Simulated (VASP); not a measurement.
A run of VASP 6.6.1 is set up as follows.

The input INCAR:

```
SYSTEM = BaTiO3
PREC     = Accurate       ! precision mode
ENCUT    = 520            ! plane-wave cutoff, eV
EDIFF    = 1E-8           ! SCF threshold, eV
ISMEAR   = 0              ! smearing method
SIGMA    = 0.02           ! smearing width, eV
LREAL    = .False.        ! projectors in reciprocal space
LASPH    = .True.         ! aspherical terms in the spheres
NELM     = 60             ! most SCF steps
ALGO     = Normal         ! electronic algorithm
ISIF     = 2              ! what is computed and relaxed
LWAVE    = .False.        ! write WAVECAR
LCHARG   = .False.        ! write CHGCAR
LEPSILON = .True.         ! dielectric tensor by DFPT
KPAR     = 4
```

KPOINTS

```
Automatic mesh
0
Gamma
  8 8 8
  0 0 0
```

Contents of POSCAR:

```
BaTiO3
1.0
    4.0060000000      0.0000000000      0.0000000000
    0.0000000000      4.0060000000      0.0000000000
    0.0000000000      0.0000000000      4.0060000000
Ba Ti O
1 1 3
Direct
    0.5000000000      0.5000000000      0.5000000000
    0.0000000000      0.0000000000      0.0000000000
    0.0000000000      0.0000000000      0.5000000000
    0.0000000000      0.5000000000      0.0000000000
    0.5000000000      0.0000000000      0.0000000000
```

Potentials or basis: VASP PAW LDA potentials, release 64 (Ba_sv, Ti_sv, O).

Run with:

```sh
$ cat potpaw_LDA.64/Ba_sv/POTCAR potpaw_LDA.64/Ti_sv/POTCAR potpaw_LDA.64/O/POTCAR > POTCAR
$ mpirun -np 4 vasp_std > vasp.out
```

(1) What does it give for the electronic dielectric tensor (diagonal)?

(2) Estimate the Born charges (mean of the diagonal).

(3) What does it give for the band gap on the k mesh?

Results:

(1) 6.87.

(2) Ba +2.73; Ti +7.44; O -3.39 e.

(3) 1.65 eV, indirect (least direct gap 1.80 eV).

Caveat: spin-orbit coupling is left out, which moves the levels of the heavy elements.
